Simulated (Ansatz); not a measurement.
Crystal: CO2.

```
O C
1.0
    -1.97473    1.97473    3.01406
     1.97473   -1.97473    3.01406
     1.97473    1.97473   -3.01406
O C
4 2
Cartesian
  1.3223 0.9874 3.7676
  0.6525 0.9874 0.7535
  2.9621 0.6525 -0.7535
  -0.9874 1.3223 2.2605
  0.0000 0.0000 0.0000
  0.0000 1.9747 1.5070
```

The cell comes from a database or a generator and needn't be the stable form of this composition.

* Program: Ansatz 0.2.0
* Task: relaxation of cell and atoms
* Functional: PBEsol
* Dispersion: D3(BJ)-ATM
* Potentials or basis: Ansatz PAW
* Cutoff: 420 eV (not typed: the program's choice for these potentials)
* k mesh: 9 × 9 × 9
* Occupations: fermi-dirac, width 0.05 eV
* Spin: no spin polarisation

At the start: volume 7.84 Å³/atom.

Problem. Where does the relaxation end?

Solution. It ends after 7 steps and the volume is 7.53 Å³/atom (-3.9 %); space group I-42d (No. 122, to 0.05 Å).

Step by step:
| step | energy change (eV) | largest force (eV/Å) | volume (Å³) |
| --- | --- | --- | --- |
| 1 | 0.0000 | 0.2148 | 47.01 |
| 2 | -0.0441 | 0.1077 | 45.71 |
| 3 | -0.0510 | 0.0205 | 45.27 |
| 4 | -0.0508 | 0.0060 | 45.30 |
| 5 | -0.0394 | 0.0069 | 45.30 |
| 6 | -0.0403 | 0.0006 | 45.20 |
| 7 | -0.0396 | 0.0004 | 45.20 |

Final structure:
```cif
data_structure
_symmetry_space_group_name_H-M 'P 1'
_symmetry_Int_Tables_number 1
_cell_length_a 4.0515
_cell_length_b 4.0515
_cell_length_c 4.0515
_cell_angle_alpha 122.392
_cell_angle_beta 122.392
_cell_angle_gamma 85.905
_cell_volume 45.20
loop_
_atom_site_label
_atom_site_type_symbol
_atom_site_fract_x
_atom_site_fract_y
_atom_site_fract_z
_atom_site_occupancy
O1 O 0.87500 0.95636 0.58136 1
O2 O 0.37500 0.29364 0.41864 1
O3 O 0.04364 0.62500 0.91864 1
O4 O 0.70636 0.12500 0.08136 1
C1 C 0.00000 0.00000 0.00000 1
C2 C 0.75000 0.25000 0.50000 1
```

Caveat: the plane-wave basis is chosen anew once the cell has moved, so the energies of steps on either side of that aren't comparable; the pressure holds a Pulay correction of +1.3 GPa for the finite cutoff; the PAW data sets come from PBE, with cores solved anew for the run's functional, which leaves a small shift of forces and pressure.
